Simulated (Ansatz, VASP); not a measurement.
One calculation of Al, two programs

```
Al
1.0
     0.00000    2.02481    2.02481
     2.02481    0.00000    2.02481
     2.02481    2.02481    0.00000
Al
1
Direct
  0.00000 0.00000 0.00000
```

Alike in both runs: task band structure; functional r2SCAN; k mesh 11 × 11 × 11; occupations fermi-dirac, width 0.05 eV; no spin polarisation.

|  | VASP | Ansatz |
| --- | --- | --- |
| version | VASP 6.6.1 | Ansatz 0.2.0 |
| potentials or method | VASP PAW PBE potentials, release 64 (Al) | Ansatz PAW |
| plane-wave cutoff (eV) | 520 | 500 |
| valence electrons in the cell | 3 | 3 |

|  | VASP | Ansatz | Ansatz less VASP |
| --- | --- | --- | --- |
| gap on the k mesh at the Fermi level (eV) | none | none | - |
| pressure (GPa) | -3.6 | -3.4 | +0.25 |

A gap of «none» marks a metal or a gap that the smearing closes. The functional is the same, so the differences come from potentials, cutoffs and numerics.

Caveats: the PAW data sets were made with another functional, which shifts forces and pressure a little (VASP); the PAW data sets come from PBE, with cores solved anew for the run's functional, which leaves a small shift of forces and pressure (Ansatz).
